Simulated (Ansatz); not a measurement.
Wanted: the native input for an Ansatz 0.2.0 run.

```
Task                : relaxation of cell and atoms
Functional          : BLYP
Potentials or basis : all-electron LAPW, scalar-relativistic
Basis error allowed : 0.001 eV/atom
k mesh              : 11 × 11 × 11
Occupations         : fermi-dirac, width 0.05 eV
Spin                : no spin polarisation
```

Ag:

```
Ag
1.0
     0.00000    2.04275    2.04275
     2.04275    0.00000    2.04275
     2.04275    2.04275    0.00000
Ag
1
Direct
  0.00000 0.00000 0.00000
```

One way to write it, as run:

input.yaml

```yaml
crystal:
  lattice:
    - [0.0, 2.04275, 2.04275]
    - [2.04275, 0.0, 2.04275]
    - [2.04275, 2.04275, 0.0]
  atoms:
    - { symbol: Ag, position: [0.0, 0.0, 0.0] }
kpoints:
  mp_grid: { grid: [11, 11, 11] }
scf:
  occupations: { method: fermi_dirac, width: 0.05 }
hamiltonian:
  xc: blyp
  pseudopotentials: { kind: all_electron, lapw: { basis_error: 0.001 } }
output:
  forces: true
  stress: true
relax:
  f_tol: 0.005
  max_steps: 60
  cell: {}
```

Potentials or basis: all-electron LAPW, scalar-relativistic.

The run is started by

```console
$ ansatz run input.yaml --threads 1 --pin off --max-ram 3072MiB --backend cpu --events-out ev --progress --plain --runs-dir out
```

Results of the run:

- Relaxed volume: 19.29 Å³/atom
- Relaxed cell: a = 3.010 Å, b = 3.010 Å, c = 3.010 Å, α = 60.00°, β = 60.00°, γ = 60.00°
- Space group after relaxing (to 0.05 Å): Fm-3m (No. 225)
- Energy gained by relaxing: 73.2 meV/atom
- Ionic steps: 5
- Pressure after relaxing: 0.0 GPa

Caveat: the volume moved by +13 % from the deposited cell, more than functionals usually miss.

Run time: 15 s on 1 thread of Arm Neoverse V1, on a shared host, peak memory 0.26 GiB.
